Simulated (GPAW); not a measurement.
## Ag: band structure with BLYP

Crystal: Ag.

```
Ag
1.0
     0.00000    2.04275    2.04275
     2.04275    0.00000    2.04275
     2.04275    2.04275    0.00000
Ag
1
Direct
  0.00000 0.00000 0.00000
```

| Property | Result |
| --- | --- |
| Program | GPAW 26.7.0 |
| Task | band structure |
| Functional | BLYP |
| Potentials or basis | PAW data sets generated in the run's folder for this functional |
| Cutoff | 600 eV |
| Basis | pw |
| k mesh | 11 × 11 × 11 |
| Occupations | fermi-dirac, width 0.05 eV |
| Spin | spin-orbit coupling, no magnetisation |
| Eigensolver | davidson |
| Maxiter | 150 |
| Band path | GXWKGLUWLK,UX |
| Band points | 60 |
| spin axis theta (degrees) | 54.7 |
| spin axis phi (degrees) | 45 |
| Soc after scf | second variation |

The pressure is 11.9 GPa. The band gap along the path is none (metal or under the smearing width).

Levels at the corners of the path, in eV from the Fermi level:
```
point  band 13  band 14  band 15  band 16  band 17  band 18  band 19  band 20
    Γ    -4.99    -4.99    -4.11    -4.11    -4.11    -4.11    16.20    16.20
    X    -3.27    -3.27    -2.93    -2.93     1.35     1.35     6.39     6.39
    W    -4.11    -4.11    -3.12    -3.12     5.53     5.53     5.87     5.87
    K    -3.94    -3.94    -3.38    -3.38     4.03     4.03     4.93     4.93
    Γ    -4.99    -4.99    -4.11    -4.11    -4.11    -4.11    16.20    16.20
    L    -3.45    -3.45    -3.23    -3.23    -0.58    -0.58     3.22     3.22
    U    -3.94    -3.94    -3.38    -3.38     4.03     4.03     4.93     4.93
    W    -4.11    -4.11    -3.12    -3.12     5.53     5.53     5.87     5.87
    L    -3.45    -3.45    -3.23    -3.23    -0.58    -0.58     3.22     3.22
    K    -3.94    -3.94    -3.38    -3.38     4.03     4.03     4.93     4.93
    U    -3.94    -3.94    -3.38    -3.38     4.03     4.03     4.93     4.93
    X    -3.27    -3.27    -2.93    -2.93     1.35     1.35     6.39     6.39
```

It took 25 s on 1 thread of Arm Neoverse V1 (shared host), peak memory 0.23 GiB.

Caveat: spin-orbit coupling was added after a scalar SCF, so levels and gaps hold it while energy, forces, pressure and moments don't; this program's spin-orbit splittings come out too wide for heavy elements.
